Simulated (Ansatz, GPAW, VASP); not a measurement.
# WC: programs and potentials compared

```
W C
1.0
     2.90650    0.00000    0.00000
    -1.45325    2.51710    0.00000
     0.00000    0.00000    2.83660
W C
1 1
Cartesian
  0.0000 0.0000 0.0000
  1.4533 0.8390 1.4183
```

Alike in all runs: task single point; functional PBE; k mesh 10 × 10 × 9; occupations gaussian, width 0.016 eV; no spin polarisation; no spin-orbit coupling. Pressure is positive in compression and, in plane waves, holds the error of the finite cutoff, which Ansatz's Pulay term estimates and takes out.

```tsv
program and potentials	plane-wave cutoff (eV)	notes	pressure (GPa)
Ansatz, Ansatz PAW	420	Pulay term of +0.31 GPa included	5.60
GPAW, GPAW PAW data sets (gpaw-data 1.2.1)	800	-	5.36
VASP, PBE PAW files C, W_sv, 520 eV	520	-	6.74
Ansatz, all-electron LAPW, scalar-relativistic	-	-	5.69
```

The pressure spans 5.36 (GPAW, GPAW PAW data sets (gpaw-data 1.2.1)) to 6.74 GPa (VASP, PBE PAW files C, W_sv, 520 eV), with all-electron results at 5.69.

The functional is the same throughout but for its coding, so the spread measures potentials, basis and numerics; runs on potential files found faulty are left out.
